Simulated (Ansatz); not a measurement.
**RbBr: elastic constants from stress and strain**

```yaml
crystal:
  lattice:
    - [0.00000, 3.42750, 3.42750]
    - [3.42750, 0.00000, 3.42750]
    - [3.42750, 3.42750, 0.00000]
  atoms:
    - { symbol: Rb, position: [0.00000, 0.00000, 0.00000] }
    - { symbol: Br, position: [0.50000, 0.50000, 0.50000] }
```

Atom numbers follow the list: Rb1, Br2.

The cell is COD entry 1010048, as deposited and not checked against the literature; nothing was relaxed. It is an old determination, and later ones may differ.

Level of theory: Ansatz 0.2.0, DFT, PBE, all-electron LAPW, scalar-relativistic.

Numerical set-up: a Γ-centred 6×6×6 k mesh, Fermi–Dirac smearing of 0.02 eV, basis error target 1 meV/atom, no spin polarisation.

The unstrained cell is at 0.99 GPa. Large strains and very small stresses are left out. Each strain is applied once, with fractional coordinates held (clamped ions), and σ below is the change of stress, positive in tension. One finite strain gives stress–strain coefficients at this pressure with an error of the order of the strain times third-order constants, a few per cent for each per cent of strain.

**Question.** Estimate the stiffness probed by this change, and the stress that it gives: z strained by -1 % at fixed volume.

**Answer.** σzz − σxx = -0.52 GPa and εzz − εxx = -0.0150, so C11 − C12 = (σzz − σxx)/(εzz − εxx) = 34 GPa.
